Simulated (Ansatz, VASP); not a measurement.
**Ir: VASP beside Ansatz**

```
Ir
1.0
     4.33428    0.00000    0.00000
    -2.16714    3.75360    0.00000
     0.00000    0.00000    2.67344
Ir
3
Direct
  0.00000 0.00000 0.00000
  0.33333 0.66667 0.50000
  0.66667 0.33333 0.50000
```

Alike in both runs: functional PBEsol; k mesh 9 × 9 × 12; occupations fermi-dirac, width 0.1 eV; no spin polarisation.

Ansatz relaxed the structure, and its values are those at the end. VASP's run is a single point on that final structure, the one shown.

|  | VASP | Ansatz |
| --- | --- | --- |
| version | VASP 6.6.1 | Ansatz 0.2.0 |
| potentials or method | VASP PAW PBE potentials, release 64 (Ir) | plane waves (420 eV) with PAW, scalar-relativistic |
| plane-wave cutoff (eV) | 520 | 420 |
| valence electrons in the cell | 27 | 51 |

|  | VASP | Ansatz | Ansatz less VASP |
| --- | --- | --- | --- |
| pressure (GPa) | 0.8 | 0.0 | -0.81 |

The two sets of potentials don't hold the same shells in valence. Ansatz warned: «pseudo_functional_mismatch».

Caveats: the PAW data sets were made with another functional, which shifts forces and pressure a little (VASP). The runs have no spin-orbit coupling, so splittings on Ir are missing.
